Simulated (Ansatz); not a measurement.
Runs of Ansatz 0.2.0 on MgB2. It takes space group P6/mmm (No. 191, hexagonal). Conventional cell: a = 3.085 Å, b = 3.085 Å, c = 3.523 Å, α = 90.00°, β = 90.00°, γ = 120.00°. Mg (site symmetry 6/mmm) has 12 B at 2.51 Å as nearest neighbours. Around B (site symmetry -6m2) lie 3 B at 1.78 Å. 

```csv
level,share of exact exchange,gap on the mesh (eV),pressure (GPa)
PBE0 form with a typed share of exact exchange,0.1,none,(b)
PBE0 form with a typed share of exact exchange,0,none,-1.0
PBE0 form with a typed share of exact exchange,0.5,none,(a)
PBE0 form with a typed share of exact exchange,0.15,none,-2.2
PBE0 form with a typed share of exact exchange,0.35,none,-3.2
PBE0,0.25,none,-2.5
```

Alike in all rows: task single point; potentials or basis Ansatz PAW; no spin polarisation; cell as given; k mesh 6 × 6 × 4; cutoff (eV) 420; smearing fermi-dirac 0.05 eV; the mesh is coarse, so values aren't converged.

Q: Estimate the missing entries.

A: (a) -4.2; (b) -1.8.

Caveats: all runs use coarse meshes; the PAW data sets come from PBE, with cores solved anew for the run's functional, which leaves a small shift of forces and pressure (some runs); the thresholds are loose for stress (some runs); the PAW data sets were made with another functional, which shifts forces and pressure a little (some runs).

A gap of «none» marks a metal or a gap under the smearing width.
